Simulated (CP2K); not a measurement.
**Au under changes of volume**

One of the cells (17.651 Å³/atom); the others are scaled copies at fixed shape and fractional positions:

```
Au
1.0
     2.91969    0.00000    0.00000
    -1.55530    2.47096    0.00000
     0.00000    0.00000    4.89317
Au
2
Direct
  0.33467 0.66533 0.25000
  0.66533 0.33467 0.75000
```

This isn't the form of Au at room conditions, which is fcc.

| Quantity | Value |
| --- | --- |
| Program | CP2K 2026.2 |
| Functional | PBEsol |
| Potentials or basis | POTENTIAL_UZH Au GTH-PBE-q11; TZVP-MOLOPT-PBE-GTH basis |
| Density cutoff | 6803 eV |
| k mesh | 11 × 11 × 6 |
| Occupations | fermi-dirac, width 0.05 eV |
| Spin | no spin polarisation |

```tsv
volume (Å³/atom)	energy over the lowest point (meV/atom)	pressure (GPa)	largest force (eV/Å)
16.592	?	?	?
16.945	18.44	8.3	0.051
17.298	4.96	4.1	0.043
17.651	0.00	0.5	0.035
18.004	2.47	-2.7	0.027
18.357	11.41	-5.4	0.020
18.710	26.01	-7.8	0.012
```

**Question.** What does the run at 16.592 Å³/atom give?

**Answer.** Energy over the lowest point 41.69 meV/atom; pressure 13.0 GPa; largest force 0.059 eV/Å.

Worked out: A Birch-Murnaghan fit of order 3 (a polynomial in V^(-2/3)) to the other rows has its minimum at 17.70 Å³/atom with B0 = V·E''(V) = 166 GPa and B' = 5.8 at fixed shape and positions, which overstates the stiffness. It gives 41.66 meV/atom at 16.592 Å³/atom, against the run's 41.69, and -dE/dV = 13.0 GPa, against 13.0.

Energies are extrapolated to zero smearing.

Caveats: with these potentials and basis sets, volumes of gold and of layered tellurides can stand 1.5 % and more from those of plane-wave programs; the potentials were made for another functional, which shifts forces and pressure; the basis of atomic orbitals isn't converged, which shifts pressures, moduli and gaps.
